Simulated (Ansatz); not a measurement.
Reactions of C$_{7}$H$_{4}$Cl$_{2}$O (`O=C(Cl)c1ccc(Cl)cc1`).

Isolated molecules relaxed with PBE0-D4/def2-TZVP in Ansatz; ΔE leaves out vibrations. CCSD(T)/CBS adds triple-zeta CCSD(T) − MP2 to the extrapolated MP2 energy (def2 sets, frozen cores). This one scheme is used for every species, atoms too. For atomizations the MP2-based limit and the directly extrapolated one differ by several kJ/mol either way, and by 10 to 25 for some Ge, Se and Sn compounds, so smaller differences from it don't rank the levels. Functionals use def2-TZVPP. Open shells (•) are unrestricted, without spin–orbit coupling. Spin–orbit coupling would lower the free atoms: a little for C, Cl, O. Each species was taken in one conformer, which may not be the lowest.

```
                                                                   reaction  ωB97X-V (kcal/mol)  B97M-V (kcal/mol)  r2SCAN-D4 (kcal/mol)  ωB97M-V (kcal/mol)
                       `O=C(Cl)c1ccc(Cl)cc1` + H₂ → `O=C(Cl)c1ccccc1` + HCl               -18.3              -18.2                 -16.5               -18.4
`O=C(Cl)c1ccc(Cl)cc1` + trifluoromethane → `O=C(Cl)C(F)(F)F` + `Clc1ccccc1`                12.2               13.5                  13.4                12.1
                `O=C(Cl)c1ccc(Cl)cc1` + CH₃OH → `COc1ccc(C(=O)Cl)cc1` + HCl                -5.2               -6.1                  -5.9                -4.9
                           `O=C(Cl)c1ccc(Cl)cc1` → 7 C• + 2 Cl• + 4 H• + O•              1601.1             1614.5                1621.7              1606.6
                    `O=C(Cl)c1ccc(Cl)cc1` + CH₄ → `CC(=O)Cl` + `Clc1ccccc1`                 3.1                5.7                   5.1                 3.3
                   `O=C(Cl)c1ccc(Cl)cc1` + H₂O → `O=C(O)c1ccc(Cl)cc1` + HCl               -12.6              -11.0                 -10.0               -11.8
                `O=C(Cl)c1ccc(Cl)cc1` + CH₃OH → `COC(=O)c1ccc(Cl)cc1` + HCl               -15.7              -14.0                 -13.4               -15.0
```

Task: Give the CCSD(T)/CBS values in the same order. (Estimate.)

Result: Computed: -18.7, 13.4, -3.8, 1593.6, 3.5, -9.6, -14.2 kcal/mol.

Largest T1 diagnostic: 0.014, for `CC(=O)Cl`.
